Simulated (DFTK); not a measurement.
The system is B.

```xyz
1
Lattice="2.3461 0.0000 0.0000 0.0000 2.3461 0.0000 0.0000 0.0000 1.5858" Properties=species:S:1:pos:R:3 pbc="T T T"
B     1.1731    1.1731    0.7929
```

The cell was built by a generator and needn't be a form met in nature.

- Program: DFTK 0.8.2
- Task: single point
- Functional: PBE
- Potentials or basis: dojo.nc.sr.pbe.v0_4_1.standard.upf (PBE)
- Cutoff: 1034 eV
- k mesh: 11 × 11 × 16
- Occupations: fermi-dirac, width 0.05 eV
- Spin: no spin polarisation

On this cell: pressure -0.5 GPa; band gap on the k mesh none (metal or under the smearing width).

The same run follows on a disturbed copy (cell strained at random at fixed volume):

```
B
1.0
     2.34935   -0.01019    0.01540
    -0.01019    2.33466    0.04230
     0.01041    0.02859    1.59198
B
1
Direct
  0.50269 0.51301 0.50288
```

Q: What changes?

A: The energy (extrapolated to zero smearing) moves by -3.0 meV/atom; pressure -1.9 GPa; band gap on the k mesh none (metal or under the smearing width).

Stress tensor (GPa, compression positive):
```
-1.06  0.54  1.35
 0.54 -0.05  2.24
 1.35  2.24 -4.72
```

The energy falls, though the first cell shows no forces: that form is unstable against this distortion, unless noise or another electronic state is at work.
